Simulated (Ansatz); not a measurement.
System: CsCl (CsCl type), 2 atoms in the cell.

```xyz
2
Lattice="4.2000 0.0000 0.0000 0.0000 4.2000 0.0000 0.0000 0.0000 4.2000" Properties=species:S:1:pos:R:3 pbc="T T T"
Cs    0.0000    0.0000    0.0000
Cl    2.1000    2.1000    2.1000
```

Code and potentials: Ansatz PAW hard set, 700 eV. Settings of the plain PBE run: k-mesh 6×6×6 Γ-centred; Fermi–Dirac smearing of 0.02 eV; no spin polarisation; no spin–orbit coupling.

One run gave:

- Pressure: -0.70 GPa
- Gap on the mesh: 5.80 eV

(1) Which level of theory was it?
A. PBE
B. PBE with spin–orbit coupling
C. r²SCAN

Answers

(1) C. All runs:

```json
{"level": "PBE", "pressure (GPa)": "0.06", "gap (eV)": "5.02"}
{"level": "PBE with spin–orbit coupling", "pressure (GPa)": "0.06", "gap (eV)": "4.96"}
{"level": "r²SCAN", "pressure (GPa)": "-0.70", "gap (eV)": "5.80"}
```

The stress includes the program's correction for the finite plane-wave basis.

Potentials made with PBE were used with another functional (at least in: Ansatz PAW hard set, 700 eV (r²SCAN)). Semilocal functionals give gaps that mostly lie well below measured ones.
